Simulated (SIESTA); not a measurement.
Crystal: Na.

```
Na
1.0
    -1.88829    1.88829    2.63728
     1.88829   -1.88829    2.63728
     1.88829    1.88829   -2.63728
Na
1
Direct
  0.00000 0.00000 0.00000
```

This isn't the form of Na at room conditions, which is bcc.

* Program: SIESTA 5.4.2
* Task: single point
* Functional: PBE
* Potentials or basis: PseudoDojo 0.4 standard (PBE files)
* Basis: DZP (energy shift 0.003 Ry; two zetas on semicore shells)
* Grid cutoff: 800 Ry
* Energy shift: 0.003 Ry
* k mesh: 10 × 10 × 10
* Occupations: fermi-dirac, width 0.05 eV
* Spin: no spin polarisation

On this cell: pressure 0.1 GPa; band gap on the k mesh none (metal or under the smearing width).

The same run follows on a disturbed copy (cell strained at random at fixed volume):

```
CELL_PARAMETERS angstrom
-1.90826 1.94837 2.62269
1.85560 -1.92535 2.56851
1.89689 1.91399 -2.60621
ATOMIC_POSITIONS crystal
Na 0.99802 0.99502 0.98298
```

Question: What does the disturbed cell give?

Answer: The energy (extrapolated to zero smearing) moves by +0.3 meV/atom; pressure 0.1 GPa; band gap on the k mesh none (metal or under the smearing width).

Stress tensor (GPa, compression positive):
```
 0.31  0.02  0.08
 0.02 -0.08 -0.07
 0.08 -0.07  0.09
```

Caveats: the basis of atomic orbitals isn't converged, which shifts pressures, moduli and gaps.
